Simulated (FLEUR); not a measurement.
Crystal: KI.

```xyz
2
Lattice="0.0000 3.5328 3.5328 3.5328 0.0000 3.5328 3.5328 3.5328 0.0000" Properties=species:S:1:pos:R:3 pbc="T T T"
I     3.5328    3.5328    3.5328
K     0.0000    0.0000    0.0000
```

Base run:

| Quantity | Value |
| --- | --- |
| Program | FLEUR MaX-R8.1 (later development tree) |
| Functional | r2SCAN |
| Potentials or basis | all-electron |
| Basis | FLAPW |
| Kmax | 4.1 1/bohr |
| k mesh | 7 × 7 × 7 |
| Occupations | fermi-dirac, width 0.05 eV |
| Spin | no spin polarisation |

Its results: band gap on the k mesh 4.40 eV, direct.

**Question.** The run is repeated on the same cell with these changes: functional from r2SCAN to PBEsol; lmax from I 11, K 11 to I 10, K 10. What comes out?

**Answer.** Band gap on the k mesh 3.82 eV, direct.

Caveats: spin-orbit coupling is left out, which moves the levels of the heavy elements; the meta-GGA is that of a development version, with a GGA for the radial functions and cores and without core tails (some runs); an odd mesh through Γ misses points on the zone boundary, where band edges often lie (some runs).

Not every run made on this cell is shown here.
